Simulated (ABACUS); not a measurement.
Cu in ABACUS: convergence with radius

Input of the first run (radius 4.5 bohr); the others differ in this setting and in those tied to it:

Contents of INPUT:

```
INPUT_PARAMETERS
suffix              Cu
calculation         scf
basis_type          lcao
pseudo_dir          ./
orbital_dir         ./
symmetry            1
dft_functional      pz
ecutwfc             100
pseudo_rcut         7
nspin               1
nbands              14
ks_solver           genelpa
smearing_method     gauss
smearing_sigma      0.00734986
scf_thr             1e-07
scf_nmax            100
mixing_type         broyden
mixing_beta         0.7
cal_force           1
cal_stress          1
out_mul             1
```

The input STRU:

```
ATOMIC_SPECIES
Cu 63.5460 Cu.upf

NUMERICAL_ORBITAL
Cu_confined-atom_4.5au_3s2p2d1f.orb

LATTICE_CONSTANT
1.8897261246

LATTICE_VECTORS
-1.3707280000 1.5151340000 1.3325210000
1.4397210000 -1.5072360000 1.3965780000
1.3550130000 1.4915210000 -1.3242410000

ATOMIC_POSITIONS
Direct

Cu
0.0
1
-0.0143170000 -0.0108560000 -0.0395900000 1 1 1
```

KPT

```
K_POINTS
0
Gamma
10 10 10 0 0 0
```

Potentials or basis: PseudoDojo NC SR 0.4.1 LDA standard, DZP LCAO (the cutoffs set its grid).

The run is started by

```console
$ OMP_NUM_THREADS=1 mpirun -np 4 abacus > log
```

The cell isn't the ideal one: cell strained at random.

This isn't the form of Cu at room conditions, which is fcc.

Hardware: 4 MPI ranks on Intel(R) Xeon(R) 6975P-C (Granite Rapids), on a shared host.

```csv
radius,"energy less the tightest run, at zero smearing (meV/atom)",pressure (GPa),SCF cycles,CPU time (s)
4.5 bohr,360.37,-27.07,9,18
5 bohr,64.16,-10.63,8,17
6 bohr,8.95,-6.47,8,22
7 bohr,10.30,-6.85,8,30
8 bohr,1.46,-7.40,8,50
9 bohr,-1.33,-7.19,8,65
10 bohr,0.00,-7.09,8,110
```

Not settled before the last step: the energy (to 1 meV/atom), the pressure (to 0.1 GPa). The tightest run that finished is the yardstick and may itself not be fully converged.

Caveat, for the tightest run too: the atomic orbitals were generated for these runs and aren't a published set; the basis of atomic orbitals isn't converged, which shifts pressures, moduli and gaps.
